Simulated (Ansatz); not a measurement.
# Si: pressure against volume

One table from this session's results is given with a row withheld; the runs are named, their logs left out.

Method: DFT PBE, scalar-relativistic, in Ansatz 0.2.0.

### The system as given

It takes space group Imma (No. 74, orthorhombic). The conventional cell has a = 4.502 Å, b = 4.737 Å, c = 2.550 Å, α = 90.00°, β = 90.00°, γ = 90.00°. Si (site symmetry mm2) is surrounded by 8 Si at 2.39 to 2.74 Å.

Coordinates:

```cif
data_structure
_symmetry_space_group_name_H-M 'P 1'
_symmetry_Int_Tables_number 1
_cell_length_a 3.5075
_cell_length_b 3.5075
_cell_length_c 3.5075
_cell_angle_alpha 100.152
_cell_angle_beta 95.050
_cell_angle_gamma 137.368
_cell_volume 27.19
loop_
_atom_site_label
_atom_site_type_symbol
_atom_site_fract_x
_atom_site_fract_y
_atom_site_fract_z
_atom_site_occupancy
Si1 Si 0.80700 0.55700 0.25000 1
Si2 Si 0.19300 0.44300 0.75000 1
```

The cell comes from a crystallographic database entry that wasn't checked; take it as a given geometry, which may be far from equilibrium.

Atoms are numbered in the order of the input: Si1, Si2.

The first run:

File input.yaml:

```yaml
crystal:
  lattice:
    - [-2.2054392274, 2.3205609996, 1.2491936984]
    - [2.2054392274, -2.3205609996, 1.2491936984]
    - [2.2054392274, 2.3205609996, -1.2491936984]
  atoms:
    - { symbol: Si, position: [0.807, 0.557, 0.25] }
    - { symbol: Si, position: [0.193, 0.443, 0.75] }
kpoints:
  mp_grid: { grid: [16, 16, 11] }
scf:
  occupations: { method: fermi_dirac, width: 0.08 }
hamiltonian:
  xc: pbe
  pseudopotentials: { kind: all_electron, lapw: { basis_error: 0.0005 } }
output:
  forces: true
  stress: true
  eigenvalues: true
```

Steps of the session up to this table: Volume × 0.9405, LAPW; Volume × 0.9405, PAW; Volume × 0.9405, crystal datasets; Volume × 0.97, LAPW; Volume × 0.97, PAW; Volume × 1.03, LAPW; Volume × 1.03, PAW; Volume × 1.06, LAPW; Volume × 1.06, PAW; Volume × 1.06, crystal datasets.

One of the session's tables, all rows but one given; the rest of the session is left out.

It belongs to the step «The equation of state». 

```
          method  volume (Å³/atom)  pressure (GPa)  largest force (eV/Å)
            LAPW            12.786           27.76                 0.069
            LAPW            13.187           21.38                 0.035
            LAPW            13.595           15.78                 0.006
            LAPW            14.003           10.94                 0.024
            LAPW            14.411            6.77                 0.047
             PAW            12.786           27.80                 0.069
             PAW            13.187           21.41                 0.035
             PAW            13.595           15.80                 0.006
             PAW            14.003               ?                     ?
             PAW            14.411            6.77                 0.047
crystal datasets            12.786           27.75                 0.069
crystal datasets            13.595           15.78                 0.006
crystal datasets            14.411            6.77                 0.046
```

**Question.** Estimate the row for PAW, 14.003.

As computed: pressure (GPa): 10.95; largest force (eV/Å): 0.024. In the column «pressure (GPa)» it lies between LAPW, 14.003 (10.94) and LAPW, 13.595 (15.78).

Limits of these values: Warnings in the runs' records: symmetry narrowed by mesh, crystal datasets made.
